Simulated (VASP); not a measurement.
## From VASP inputs to Ansatz: KBr (strained zincblende)

INCAR

```
ENCUT = 520
NSW = 0
METAGGA = R2SCAN
IBRION = -1
LCHARG = .FALSE.
LWAVE = .FALSE.
ISIF = 2
LASPH = .TRUE.
EDIFF = 1E-7
PREC = Accurate
SIGMA = 0.01
NELM = 120
LREAL = .FALSE.
ALGO = Normal
NBANDS = 15
ISMEAR = 0
```

KPOINTS

```
KPOINTS created by Atomic Simulation Environment
0
Gamma
6 6 6
0 0 0
```

KPOINTS_OPT

```
special points
7
Reciprocal
0.0000000000 0.0000000000 0.0000000000 1
-0.5000000000 -0.5000000000 0.0000000000 1
-0.3750000000 -0.3750000000 0.2500000000 1
-0.3750000000 0.0000000000 0.3750000000 1
0.0000000000 0.0000000000 0.5000000000 1
-0.5000000000 -0.2500000000 0.2500000000 1
0.3333330000 0.3333330000 -0.3333330000 1
```

POSCAR

```
K  Br
 1.0000000000000000
     0.0000000000000000    3.5083102766000001    3.6882992816000000
     3.5083102766000001    0.0000000000000000    3.6882992816000000
     3.5083102766000001    3.5083102766000001    0.0000000000000000
 K   Br
   1   1
Cartesian
  0.0000000000000000  0.0000000000000000  0.0000000000000000
  1.7541551383000000  1.7541551383000000  1.8441496408000000
```

VASP ran with the recommended PBE PAW datasets (16 valence electrons in the cell).

**Question.** Translate these files to an Ansatz input.

**Answer.** 

```yaml
crystal:
  lattice:
    - [0.0, 3.5083102766, 3.6882992816]
    - [3.5083102766, 0.0, 3.6882992816]
    - [3.5083102766, 3.5083102766, 0.0]
  atoms:
    - { symbol: K, position: [0.0, 0.0, 0.0] }
    - { symbol: Br, position: [0.25, 0.25, 0.25] }
kpoints:
  mp_grid: { grid: [6, 6, 6] }
  band_path:
    path:
      - [0.0, 0.0, 0.0]
      - [-0.5, -0.5, 0.0]
      - [-0.375, -0.375, 0.25]
      - [-0.375, 0.0, 0.375]
      - [0.0, 0.0, 0.5]
      - [-0.5, -0.25, 0.25]
      - [0.333333, 0.333333, -0.333333]
    npoints: 1
hamiltonian:
  xc: r2scan
scf:
  occupations: { method: fixed }
  n_extra_bands: 4
output:
  forces: true
  stress: true
  eigenvalues: true
```

Other inputs would serve too.

```tsv
	VASP	Ansatz
gap between bands v and c	4.96 eV	4.96 eV
least direct gap	5.01 eV	5.01 eV
pressure	1.3 GPa	1.3 GPa
```

Each program uses its own PAW datasets. VASP's cell holds 16 valence electrons and Ansatz's 16. Ansatz's stress includes a Pulay correction; VASP's doesn't.
